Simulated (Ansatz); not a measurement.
A 2-atom cell of KI (Fm-3m) from a materials database was relaxed with 5 functionals in the PAW code Ansatz, cell and atoms free, the symmetry of the start kept (meshes: PBE 6×6×6, r2SCAN 6×6×6, PBEsol 6×6×6, LDA 6×6×6, HSE06 4×4×4). Calculated for a static, non-magnetic cell.

The LDA result:
```cif
data_structure
_symmetry_space_group_name_H-M 'Fm-3m'
_symmetry_Int_Tables_number 225
_cell_length_a 6.8244
_cell_length_b 6.8244
_cell_length_c 6.8244
_cell_angle_alpha 90.000
_cell_angle_beta 90.000
_cell_angle_gamma 90.000
_cell_volume 317.83
loop_
_atom_site_label
_atom_site_type_symbol
_atom_site_symmetry_multiplicity
_atom_site_Wyckoff_symbol
_atom_site_fract_x
_atom_site_fract_y
_atom_site_fract_z
_atom_site_occupancy
K1 K 4 a 0.00000 0.00000 0.00000 1
I1 I 4 b 0.50000 0.00000 0.00000 1
```

Space group Fm-3m (No. 225), cubic; conventional cell a = 6.824 Å, 39.73 Å³ an atom. K is surrounded by 6 I at 3.41 Å; I is surrounded by 6 K at 3.41 Å.

**Question.** Order the functionals by the relaxed volume, smallest first.
A. r2SCAN
B. HSE06
C. LDA
D. PBE
E. PBEsol

**Answer.** C (39.73 Å³/atom), E (43.04 Å³/atom), A (44.53 Å³/atom), B (45.56 Å³/atom), D (46.23 Å³/atom).

**Question.** What lattice does r2SCAN give?

**Answer.** a = 7.089 Å; the volume differs by +12.1 % from LDA's. Around K lie 6 I at 3.54 Å; around I lie 6 K at 3.54 Å.

**Question.** What lattice does PBE give?

**Answer.** a = 7.178 Å; the volume differs by +16.4 % from LDA's. K is surrounded by 6 I at 3.59 Å; I is surrounded by 6 K at 3.59 Å.

**Question.** Held at the r2SCAN cell, what mean stress do LDA and PBE find, and does its sign point to their own minimum?

**Answer.** Yes. LDA -1.40 GPa, and its relaxed volume is -10.8 % from r2SCAN's; PBE +0.46 GPa, and its relaxed volume is +3.8 % from r2SCAN's. Compression counts positive, so a positive stress asks for a larger cell.
